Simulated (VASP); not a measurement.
Set up this calculation in VASP 6.6.1, as the native input.

```
Task                   : single point
Functional             : PBE
Potentials or basis    : VASP PAW PBE potentials, release 64 (Zr_sv, Si)
Cutoff                 : 520 eV
k mesh                 : 4 × 2 × 4
Occupations            : gaussian, width 0.1 eV
Spin                   : no spin polarisation
Dipole correction      : no
Further INCAR settings : ALGO = Fast; EDIFF = 1e-07; NBANDS = 29
```

The structure of ZrSi2 lies in POSCAR:

```
ZrSi2
1.0
    3.7423390000     -0.0376670000      0.0375710000
    1.9451360000     -7.5804360000     -0.0081140000
   -0.0370660000     -0.0135140000     -3.6175230000
Zr Si
2 4
Direct
    0.0869079122      0.8285638595      0.7471607644
    0.8591572306      0.2128650461      0.2913472034
    0.6773591637      0.5451228978      0.7083523543
    0.2528145547      0.4883983107      0.2550020088
    0.3604800982      0.2987494389      0.7529816797
    0.6216847514      0.7086586818      0.2255599374
```

The cell was built by a generator and needn't be a form met in nature.

One way to write it, as run:

INCAR

```
SYSTEM = ZrSi2
PREC = Accurate
ENCUT = 520
EDIFF = 1E-7
ISMEAR = 0
SIGMA = 0.1
LREAL = .FALSE.
LASPH = .TRUE.
NELM = 60
ALGO = Fast
ISIF = 2
LWAVE = .FALSE.
LCHARG = .FALSE.
GGA = PE
NBANDS = 29
```

KPOINTS

```
Automatic mesh
0
G
  4 2 4
  0 0 0
```

Potentials or basis: VASP PAW PBE potentials, release 64 (Zr_sv, Si).

Run with:

```bash
$ cat potpaw_PBE.64/Zr_sv/POTCAR potpaw_PBE.64/Si/POTCAR > POTCAR
$ mpirun -np 1 vasp_std > vasp.out
```

Results of the run:

```
Pressure               : 13.2 GPa
Largest force          : 4.180 eV/Å
Band gap on the k mesh : none (metal or under the smearing width)
```

Caveat: the k mesh is coarse (spacing up to 0.43 Å⁻¹), so the values aren't converged; forces of over 1 eV/Å show positions far from the minimum, so gaps and moduli don't describe the material at rest.

It took 2.9 min on 1 thread of Intel(R) Xeon(R) Platinum 8259CL CPU @ 2.50GHz (Skylake/Cascade Lake), with other jobs on the host, peak memory 0.22 GiB.
